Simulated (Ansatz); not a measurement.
# Si: the cost of one run

Program: Ansatz 0.2.0. Level of theory: DFT PBE, scalar-relativistic, plane waves, PAW. These are calculated values, not measurements.

## 1. Starting point

It takes space group P6/mmm (No. 191, hexagonal). Conventional cell: a = 4.121 Å, b = 4.121 Å, c = 2.655 Å, α = 90.00°, β = 90.00°, γ = 120.00°. Si (site symmetry -6m2) has 5 Si at 2.38 to 2.65 Å as nearest neighbours.

Structure file:

```cif
data_structure
_symmetry_space_group_name_H-M 'P 1'
_symmetry_Int_Tables_number 1
_cell_length_a 4.1209
_cell_length_b 4.1209
_cell_length_c 2.6548
_cell_angle_alpha 90.000
_cell_angle_beta 90.000
_cell_angle_gamma 120.000
_cell_volume 39.04
loop_
_atom_site_label
_atom_site_type_symbol
_atom_site_fract_x
_atom_site_fract_y
_atom_site_fract_z
_atom_site_occupancy
Si1 Si 0.33333 0.66667 0.50000 1
Si2 Si 0.66667 0.33333 0.50000 1
```

The cell was relaxed beforehand at this level, from a generated guess; it is a trial structure. At a tolerance of 0.05 Å it has space group P6/mmm (No. 191); it has 19.52 Å³/atom, an uncorrected energy of +0.39 eV/atom over the standard state.

## 2. Static run: bands, density of states and charges

input.yaml reads:

```yaml
crystal:
  lattice:
    - [4.1209485983, 0.0, 0.0]
    - [-2.0604742992, 3.5688461738, 0.0]
    - [0.0, 0.0, 2.6547898843]
  atoms:
    - { symbol: Si, position: [0.3333333333, 0.6666666667, 0.5] }
    - { symbol: Si, position: [0.6666666667, 0.3333333333, 0.5] }
basis:
  ecutwfc: 420
kpoints:
  mp_grid: { grid: [15, 15, 20] }
  band_path:
    path:
      - [[0.0, 0.0, 0.0], [0.5, 0.0, 0.0], [0.33333333, 0.33333333, 0.0], [0.0, 0.0, 0.0], [0.0, 0.0, 0.5], [0.5, 0.0, 0.5], [0.33333333, 0.33333333, 0.5], [0.0, 0.0, 0.5]]
      - [[0.5, 0.0, 0.5], [0.5, 0.0, 0.0]]
      - [[0.33333333, 0.33333333, 0.5], [0.33333333, 0.33333333, 0.0]]
    npoints: 14
hamiltonian:
  xc: pbe
scf:
  occupations: { method: gaussian, width: 0.1 }
  n_extra_bands: 6
output:
  forces: true
  stress: true
  eigenvalues: true
  populations: true
  dos: { projected: true, de: 0.02, nscf_kmesh: { grid: [18, 18, 24] } }
  bader: true
```

Run with:

```console
ansatz run input.yaml --threads 1 --pin off --max-ram 2048MiB --backend cpu --events-out ev --progress --plain --runs-dir out
```

Q: Estimate wall time and peak memory on 1 thread of Arm Neoverse V1, shared host.

About 21 s, with a peak of 0.38 GiB.
